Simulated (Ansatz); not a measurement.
## HfO2 (Fm-3m): one-shot GW input and result

Method: Ansatz, G0W0@PBE, plasmon-pole screening, norm-conserving pseudopotentials.

Input:

```json
{
 "crystal": {"lattice": [[0.0, 2.465575, 2.465575], [2.465575, 0.0, 2.465575], [2.465575, 2.465575, 0.0]], "atoms": [{"symbol": "Hf", "position": [0.0, 0.0, 0.0]}, {"symbol": "O", "position": [0.25, 0.25, 0.25]}, {"symbol": "O", "position": [0.75, 0.75, 0.75]}]},
 "basis": {"precision": "f64", "xc_grid": 2},
 "kpoints": {"mp_grid": {"grid": [4, 4, 4], "shift": [0, 0, 0]}},
 "hamiltonian": {"xc": "pbe", "dispersion": "none", "pseudopotentials": {"kind": "nc"}},
 "magnetization": {"spin_polarized": false},
 "scf": {"lower_state_search": "off", "max_iter": 200, "occupations": {"method": "fixed"}, "convergence": {"dr2_threshold": "1e-10 eV"}},
 "output": {},
 "gw": {"n_empty_bands": 193, "ecut_chi": 200, "qp_bands": ["v1", "c1"]}
}
```

Levels count from the highest filled Kohn-Sham level listed; ε_QP = ε_KS + Z(Σ − Vxc). VB is the top filled band, CB the lowest empty one. Points in brackets are given in fractions of the reciprocal vectors. The wave cutoff came out at 1240 eV.

```csv
k,band,ε_KS (eV),Σx − Vxc (eV),Σc (eV),Z,ε_QP (eV)
Γ,VB,-0.65,-5.06,4.20,0.80,-1.34
Γ,CB,4.10,6.24,-5.14,0.85,5.04
"(0, -0.5, -0.5)",VB,0.00,-4.89,4.17,0.80,-0.57
"(0, -0.5, -0.5)",CB,4.03,5.60,-4.64,0.84,4.85
```

The gap (direct at k = (0, -0.5, -0.5)) opens from 4.03 eV to 5.42 eV.

Electronic (ion-clamped) dielectric constant on this mesh, from the head of the inverse dielectric matrix: 5.0.

With norm-conserving pseudopotentials the core–valence exchange is only approximate, which can shift gaps by tenths of an eV and RPA lattice constants by most of a per cent. The cell is a model at fixed atoms and needn't be the relaxed known crystal. Spin-orbit coupling is left out. The mesh is coarse, so these are values at the stated settings, not converged ones. Band sums or response are cut, so the gap isn't at its basis limit. The gap is read on the mesh, and the crystal's band edges can lie off it. Meshes this coarse can overestimate the dielectric constant by a tenth and more.
